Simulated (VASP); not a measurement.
Here is a VASP 6.6.1 calculation.

File INCAR:

```
ALGO = Normal ; EDIFF = 1E-7
EDIFFG = -0.005 ; ENCUT = 580
GGA = PS ; IBRION = 2
ISIF = 3 ; ISMEAR = 0
LASPH = T ; LCHARG = F
LREAL = F ; LWAVE = F
NELM = 80 ; NSW = 90
PREC = Accurate ; SIGMA = 0.02
```

File KPOINTS:

```
k-points
0
Gamma
  10 10 10
```

POSCAR

```
CdTe
1.0
    0.0000000000      3.2821135600      3.2821135600
    3.2821135600      0.0000000000      3.2821135600
    3.2821135600      3.2821135600      0.0000000000
Cd Te
1 1
Direct
    0.0000000000      0.0000000000      0.0000000000
    0.7500000000      0.7500000000      0.7500000000
```

Potentials or basis: VASP PAW PBE potentials, release 64 (Cd, Te).

The run is started by

```bash
$ cat potpaw_PBE.64/Cd/POTCAR potpaw_PBE.64/Te/POTCAR > POTCAR
$ mpirun -np 1 vasp_std > vasp.out
```

Question: What does it give for the relaxed volume?

Answer: 34.26 Å³/atom.

Question: Estimate the relaxed cell.

Answer: a = 4.593 Å, b = 4.593 Å, c = 4.593 Å, α = 60.00°, β = 60.00°, γ = 60.00°.

The path:
```tsv
step	energy change (eV)	largest force (eV/Å)	pressure (GPa)	volume (Å³)
1	0.0000	0.0000	-1.20	70.71
2	-0.0081	0.0000	0.30	68.03
3	-0.0085	0.0000	0.01	68.51
```

Caveat: the PAW data sets were made with another functional, which shifts forces and pressure a little.
